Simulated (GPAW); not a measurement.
Runs of GPAW 26.7.0 on BaF2 (Frankdicksonite). The structure is cubic, space group Fm-3m (No. 225). The conventional cell has a = 6.200 Å, b = 6.200 Å, c = 6.200 Å, α = 90.00°, β = 90.00°, γ = 90.00°. Ba (site symmetry m-3m) has 8 F at 2.68 Å as nearest neighbours. F (site symmetry -43m) has 4 Ba at 2.68 Å as nearest neighbours. 

| task | level | potentials or basis | k mesh | cutoff (eV) | hybrids on these orbitals | oneshot functional | band path | band points | gap on the mesh (eV) | pressure (GPa) | V0 of scaled cells (Å³/atom) | B0 (GPa) |
| --- | --- | --- | --- | --- | --- | --- | --- | --- | --- | --- | --- | --- |
| one-shot levels of the hybrid HSE06 | LDA | the program's PAW data sets (release 1.2.1) made for this functional, pw | 5 × 5 × 5 | 600 | ["HSE06", "PBE0", "YS-PBE0"] | HSE06 | - | - | (b) | -3.9 | - | - |
| band structure | LDA | PAW data sets generated in the run's folder for this functional, pw | 6 × 6 × 6 | 800 | - | - | GXWKGLUWLK,UX | 100 | 6.42 | -4.8 | - | - |
| equation of state | PBE+D3 | GPAW PAW data sets (gpaw-data 1.2.1), pw | 6 × 6 × 6 | 800 | - | - | - | - | - | - | 20.28 | (a) |
| equation of state | PBE | GPAW PAW data sets (gpaw-data 1.2.1), pw | 6 × 6 × 6 | 800 | - | - | - | - | - | - | 20.61 | (c) |

Alike in all rows: no spin polarisation; cell as given; smearing fermi-dirac 0.05 eV.

Q: Estimate the missing entries.

A: (a) 54; (b) 6.40; (c) 52.

Caveats: spin-orbit coupling is left out, which moves the levels of the heavy elements (some runs); the cutoff is short for stress and forces, so pressures can be off by a GPa or more (some runs); energy and the plain gap are those of the semilocal run (some runs); the hybrids' values are one shot on its orbitals and mesh (some runs); an odd mesh through Γ misses points on the zone boundary, where band edges often lie (some runs).

A k mesh can miss the band edges, and the runs leave out spin-orbit coupling on Ba.
